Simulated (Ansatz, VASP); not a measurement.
**One calculation of GaSb, two programs**

The input INCAR:

```
SYSTEM = GaSb
PREC = Accurate
ENCUT = 520
EDIFF = 1E-7
ISMEAR = -1
SIGMA = 0.05
LREAL = .FALSE.
LASPH = .TRUE.
NELM = 100
ALGO = Normal
ISIF = 2
LWAVE = .FALSE.
LCHARG = .FALSE.
GGA = PE
NBANDS = 16
```

The input KPOINTS:

```
regular mesh
0
G
  10 10 10
  0 0 0
```

The input POSCAR:

```
GaSb
1.0
   -2.7349540204      2.7349540204      1.5800307924
    2.7349540204     -2.7349540204      1.5800307924
    2.7349540204      2.7349540204     -1.5800307924
Sb Ga
1 1
Direct
    0.0000000000      0.0000000000      0.0000000000
    0.7500000000      0.2500000000      0.5000000000
```

Contents of input.yaml:

```yaml
crystal:
  lattice:
    - [-2.7349540204, 2.7349540204, 1.5800307924]
    - [2.7349540204, -2.7349540204, 1.5800307924]
    - [2.7349540204, 2.7349540204, -1.5800307924]
  atoms:
    - { symbol: Sb, position: [0.0, 0.0, 0.0] }
    - { symbol: Ga, position: [0.75, 0.25, 0.5] }
hamiltonian:
  xc: pbe
  pseudopotentials: { kind: paw, azcp: { folder: soft_1 } }
kpoints:
  mp_grid: { grid: [10, 10, 10] }
scf:
  occupations: { method: fermi_dirac, width: 0.05 }
output:
  forces: true
  stress: true
  eigenvalues: true
  write_density: true
  write_potential: true
  elf: true
  volumetric_format: npy
```

Measurements of this composition are mostly on another form, of space group No. 216.

Alike in both runs: task single point; functional PBE; k mesh 10 × 10 × 10; occupations fermi-dirac, width 0.05 eV; no spin polarisation.

|  | VASP | Ansatz |
| --- | --- | --- |
| version | VASP 6.6.1 | Ansatz 0.2.0 |
| potentials or method | VASP PAW PBE potentials, release 64 (Sb, Ga_d) | Ansatz PAW soft_1 |
| plane-wave cutoff (eV) | 520 | 420 |
| valence electrons in the cell | 18 | 28 |

```csv
,VASP,Ansatz,Ansatz less VASP
gap on the k mesh at the Fermi level (eV),none,none,-
pressure (GPa),1.3,1.3,-0.02
largest component of the traceless stress (GPa),0.75,0.71,-0.041
```

A gap of «none» marks a metal or a gap that the smearing closes. The functional is the same, so the differences come from potentials, cutoffs and numerics. The two sets of potentials don't hold the same shells in valence.

Spin-orbit coupling is left out, which matters for the levels of Sb.
